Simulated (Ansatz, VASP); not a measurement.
**Mg3H2 in VASP and in Ansatz**

Contents of INCAR:

```
SYSTEM = Mg3H2
PREC = Accurate
ENCUT = 600
EDIFF = 1E-6
ISMEAR = 0
SIGMA = 0.1
LREAL = .FALSE.
LASPH = .TRUE.
NELM = 80
ALGO = Normal
ISIF = 3
LWAVE = .FALSE.
LCHARG = .FALSE.
GGA = PE
IBRION = 2
NSW = 100
EDIFFG = -0.01
```

KPOINTS

```
Automatic mesh
0
G
  10 10 10
  0 0 0
```

File POSCAR:

```
Mg3H2
1.0
    4.3525204766      0.0000000000      0.0000000000
    0.0000000000      4.3525204766      0.0000000000
    0.0000000000      0.0000000000      4.3525204766
Mg H
3 2
Direct
    0.5000000000      0.0000000000      0.0000000000
    0.0000000000      0.5000000000      0.0000000000
    0.0000000000      0.0000000000      0.5000000000
    0.5000000000      0.5000000000      0.5000000000
    0.0000000000      0.0000000000      0.0000000000
```

Input for Ansatz:

```yaml
crystal:
  lattice:
    - [4.3525204766, 0.0, 0.0]
    - [0.0, 4.3525204766, 0.0]
    - [0.0, 0.0, 4.3525204766]
  atoms:
    - { symbol: Mg, position: [0.5, 0.0, 0.0] }
    - { symbol: Mg, position: [0.0, 0.5, 0.0] }
    - { symbol: Mg, position: [0.0, 0.0, 0.5] }
    - { symbol: H, position: [0.5, 0.5, 0.5] }
    - { symbol: H, position: [0.0, 0.0, 0.0] }
basis:
  ecutwfc: 420
kpoints:
  mp_grid: { grid: [10, 10, 10] }
hamiltonian:
  xc: pbe
scf:
  occupations: { method: gaussian, width: 0.1 }
output:
  forces: true
  stress: true
  eigenvalues: true
  write_density: true
  write_potential: true
  elf: true
  volumetric_format: npy
relax:
  adjacent_minimum: "off"
  f_tol: 0.01
  max_steps: 80
  cell: { stress_tol: 0.05 }
```

Change from the starting cell: species swapped into the Tl2F3 type (Pm-3m, No. 221).

Alike in both runs: task relaxation of cell and atoms; functional PBE; k mesh 10 × 10 × 10; occupations gaussian, width 0.1 eV; no spin polarisation.

```csv
,VASP,Ansatz
version,VASP 6.6.1,Ansatz 0.2.0
potentials or method,"VASP PAW PBE potentials, release 64 (Mg, H)","scalar-relativistic, plane waves, PAW"
plane-wave cutoff (eV),600,420
valence electrons in the cell,8,32
```

```tsv
	VASP	Ansatz	Ansatz less VASP
gap on the k mesh at the Fermi level, each at its own relaxed structure (eV)	none	none	-
relaxed volume (Å³/atom)	16.25	16.28	+0.034
relaxed cell length with the largest relative difference (Å)	4.331	4.334	+0.0030
```

A gap of «none» marks a metal or a gap that the smearing closes. The two sets of potentials don't hold the same shells in valence.

Caveats: the bands computed are all filled at some k points, so no gap is given.
